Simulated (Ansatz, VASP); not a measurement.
## TePb in VASP and in Ansatz

The input INCAR:

```
PREC = Accurate ; ENCUT = 520
EDIFF = 1E-6 ; ISMEAR = 0
SIGMA = 0.01 ; LREAL = F
LASPH = T ; NELM = 80
ALGO = Normal ; ISIF = 2
LWAVE = F ; LCHARG = F
GGA = CA ; NBANDS = 17
```

The input KPOINTS:

```
Automatic mesh
0
Gamma
  4 4 4
```

POSCAR

```
TePb
1.0
    0.0000000000      3.5970851864      3.5970851864
    3.5970851864      0.0000000000      3.5970851864
    3.5970851864      3.5970851864      0.0000000000
Te Pb
1 1
Direct
    0.0000000000      0.0000000000      0.0000000000
    0.5000000000      0.5000000000      0.5000000000
```

Input for Ansatz:

```yaml
crystal:
  lattice:
    - [0.0, 3.5970851864, 3.5970851864]
    - [3.5970851864, 0.0, 3.5970851864]
    - [3.5970851864, 3.5970851864, 0.0]
  atoms:
    - { symbol: Te, position: [0.0, 0.0, 0.0] }
    - { symbol: Pb, position: [0.5, 0.5, 0.5] }
basis:
  ecutwfc: 420
kpoints:
  mp_grid: { grid: [4, 4, 4] }
hamiltonian:
  xc: lda
scf:
  occupations: { method: fixed }
  eigensolver: { mixed_precision: false }
  convergence: { dr2_threshold: "1e-5 eV" }
  max_iter: 68
output:
  forces: true
  stress: true
  eigenvalues: true
```

Alike in both runs: task single point; functional LDA; k mesh 4 × 4 × 4; no spin polarisation.

|  | VASP | Ansatz |
| --- | --- | --- |
| version | VASP 6.6.1 | Ansatz 0.2.0 |
| potentials or method | VASP PAW LDA potentials, release 64 (Te, Pb_d) | scalar-relativistic, plane waves, PAW |
| plane-wave cutoff (eV) | 520 | 420 |
| occupations | gaussian, width 0.01 eV | fixed |
| valence electrons in the cell | 20 | 30 |

|  | VASP | Ansatz | Ansatz less VASP |
| --- | --- | --- | --- |
| gap on the k mesh at the Fermi level (eV) | 0.91 | 0.91 | -0.004 |
| least direct gap on the mesh (eV) | 0.97 | 0.98 | +0.004 |
| pressure (GPa) | -7.7 | -7.7 | +0.01 |

The two sets of potentials don't hold the same shells in valence. Ansatz warned: «force_scf_threshold_loose».

Caveats: spin-orbit coupling is left out, which as a rule narrows the gap of such compounds by several tenths of an eV. A k mesh can miss the band edges.
